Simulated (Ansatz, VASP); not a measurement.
## ZnS: VASP beside Ansatz

Contents of INCAR:

```
SYSTEM = ZnS
PREC     = Accurate       ! precision mode
ENCUT    = 520            ! plane-wave cutoff, eV
EDIFF    = 1E-6           ! SCF threshold, eV
ISMEAR   = 0              ! smearing method
SIGMA    = 0.05           ! smearing width, eV
LREAL    = .False.        ! projectors in reciprocal space
LASPH    = .True.         ! aspherical terms in the spheres
NELM     = 60             ! most SCF steps
ALGO     = Normal         ! electronic algorithm
ISIF     = 2              ! what is computed and relaxed
LWAVE    = .False.        ! write WAVECAR
LCHARG   = .True.         ! write CHGCAR
GGA      = PE             ! functional
LELF     = .True.         ! ELF
LVHAR    = .True.       
NBANDS   = 16             ! bands
```

The input KPOINTS:

```
regular mesh
0
Gamma
  10 10 10
  0 0 0
```

File POSCAR:

```
ZnS
1.0
    0.0000000000      2.4096905210      3.4073023967
    2.4096905210      0.0000000000      3.4073023967
    2.4096905210      2.4096905210      0.0000000000
Zn S
1 1
Direct
    0.0000000000      0.0000000000      0.0000000000
    0.7500000000      0.7500000000      0.7500000000
```

Input for Ansatz:

```yaml
crystal:
  lattice:
    - [0.0, 2.409690521, 3.4073023967]
    - [2.409690521, 0.0, 3.4073023967]
    - [2.409690521, 2.409690521, 0.0]
  atoms:
    - { symbol: Zn, position: [0.0, 0.0, 0.0] }
    - { symbol: S, position: [0.75, 0.75, 0.75] }
basis:
  ecutwfc: 420
kpoints:
  mp_grid: { grid: [10, 10, 10] }
hamiltonian:
  xc: pbe
scf:
  occupations: { method: gaussian, width: 0.05 }
output:
  forces: true
  stress: true
  eigenvalues: true
```

Alike in both runs: task single point; functional PBE; k mesh 10 × 10 × 10; occupations gaussian, width 0.05 eV; no spin polarisation.

```csv
,VASP,Ansatz
version,VASP 6.6.1,Ansatz 0.2.0
potentials or method,"VASP PAW PBE potentials, release 64 (Zn, S)","scalar-relativistic, plane waves, PAW"
plane-wave cutoff (eV),520,420
valence electrons in the cell,18,18
```

|  | VASP | Ansatz | Ansatz less VASP |
| --- | --- | --- | --- |
| gap on the k mesh at the Fermi level (eV) | 0.45 | 0.45 | -0.003 |
| least direct gap on the mesh (eV) | 0.49 | 0.48 | -0.004 |
| pressure (GPa) | -0.5 | -0.6 | -0.15 |
| largest component of the traceless stress (GPa) | 16.29 | 16.38 | +0.084 |
